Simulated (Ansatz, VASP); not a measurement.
Sb: VASP beside Ansatz

INCAR

```
SYSTEM = Sb
  PREC = Accurate
  ENCUT = 520
  EDIFF = 1E-6
  ISMEAR = -1
  SIGMA = 0.05
  LREAL = .FALSE.
  LASPH = .TRUE.
  NELM = 80
  ALGO = Normal
  ISIF = 2
  LWAVE = .FALSE.
  LCHARG = .FALSE.
  GGA = PE
  NBANDS = 12
```

Contents of KPOINTS:

```
Automatic mesh
0
G
  9 9 9
  0 0 0
```

Contents of POSCAR:

```
Sb
1.0
    2.1506003320      1.2416496806      3.7814400000
   -2.1506003320      1.2416496806      3.7814400000
    0.0000000000     -2.4832993611      3.7814400000
Sb
2
Direct
    0.2336400000      0.2336400000      0.2336400000
    0.7663600000      0.7663600000      0.7663600000
```

Input for Ansatz:

```yaml
crystal:
  lattice:
    - [2.150600332, 1.2416496806, 3.78144]
    - [-2.150600332, 1.2416496806, 3.78144]
    - [0.0, -2.4832993611, 3.78144]
  atoms:
    - { symbol: Sb, position: [0.23364, 0.23364, 0.23364] }
    - { symbol: Sb, position: [0.76636, 0.76636, 0.76636] }
kpoints:
  mp_grid: { grid: [9, 9, 9] }
  band_path:
    path:
      - [0.0, 0.0, 0.0]
      - [0.5, 0.5, 0.5]
      - [0.7614559141, 0.2385440859, 0.5]
      - [0.5, -0.2385440859, 0.2385440859]
      - [0.5, 0.0, 0.0]
      - [0.0, 0.0, 0.0]
      - [0.369272043, -0.369272043, 0.0]
      - [0.630727957, 0.0, 0.369272043]
      - [0.5, 0.0, 0.5]
    npoints: 5
scf:
  occupations: { method: fermi_dirac, width: 0.05 }
hamiltonian:
  xc: pbe
  pseudopotentials: { kind: all_electron, lapw: { basis_error: 0.0005 } }
output:
  forces: true
  stress: true
  eigenvalues: true
```

Change from the starting cell: zz strain of +1 %.

Alike in both runs: task single point; functional PBE; k mesh 9 × 9 × 9; occupations fermi-dirac, width 0.05 eV; no spin polarisation.

|  | VASP | Ansatz |
| --- | --- | --- |
| version | VASP 6.6.1 | Ansatz 0.2.0 |
| potentials or method | VASP PAW PBE potentials, release 64 (Sb) | all-electron LAPW, scalar-relativistic |
| plane-wave cutoff (eV) | 520 | see its input |

|  | VASP | Ansatz | Ansatz less VASP |
| --- | --- | --- | --- |
| pressure (GPa) | 2.6 | 2.6 | -0.07 |
| largest component of the traceless stress (GPa) | 0.55 | 0.52 | -0.032 |
| rms of the force components (eV/Å) | 0.102 | 0.077 | -0.0254 |

Atom by atom the forces differ by 0.025 eV/Å (rms over components). Ansatz ran all-electron here, so the differences hold the error of VASP's frozen core and of both bases.

Caveats: spin-orbit coupling is left out, which moves the levels of the heavy elements; an odd mesh through Γ misses points on the zone boundary, where band edges often lie.
